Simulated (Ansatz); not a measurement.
F from a database of computed structures, 4 atoms and 28 valence electrons in a cell of about 53 Å³, was run 15 times in Ansatz, each time on 2 threads of Arm Neoverse V1, with other jobs on the host. The times are single readings and vary with the host's load.

```csv
run,k mesh,irreducible k,cutoff (eV),plane waves,bands,SCF iterations,wall time,peak host memory (GiB)
"relaxation, PBE-D3(BJ)",8×8×4,78,420,1361,18,195,68 s,0.38
"relaxation, r2SCAN+rVV10",8×8×4,78,500,1357,18,94,2.1 min,0.67
"bands, PBE",10×10×4,117,420,997,19,6,4.1 s,0.35
"single point, r2SCAN",10×10×4,117,500,1357,19,6,7.7 s,0.5
"single point, HSE06",6×6×4,47,420,997,19,15,71 s,1.1
"single point, PBE0",6×6×4,47,420,997,19,15,68 s,1.1
"single point, LDA",10×10×4,117,420,997,19,6,3.2 s,0.34
"G0W0, PBE, 157 empty bands, 120 eV",6×6×2,26,420,997,18,6,98 s,0.43
"relaxation, PBE-D4",8×8×4,78,420,1361,18,30,10 s,0.37
"field response, r2SCAN",8×8×4,132,500,1357,18,8,96 s,1
"field response, PBE",8×8×4,132,420,997,18,11,57 s,0.72
"G0W0, PBE, 389 empty bands, 220 eV",6×6×2,26,420,997,18,6,15 min,1.1
"single point, DDH-PBE0",6×6×4,47,420,997,19,20,87 s,1.2
"single point, r2SCAN0",6×6×4,47,500,1357,19,15,91 s,1.6
"single point, LC-ωPBE",6×6×4,47,420,997,19,14,36 s,1.2
```

The slowest run (G0W0, PBE, 389 empty bands, 220 eV) took about 270 times as long as the quickest (single point, LDA).
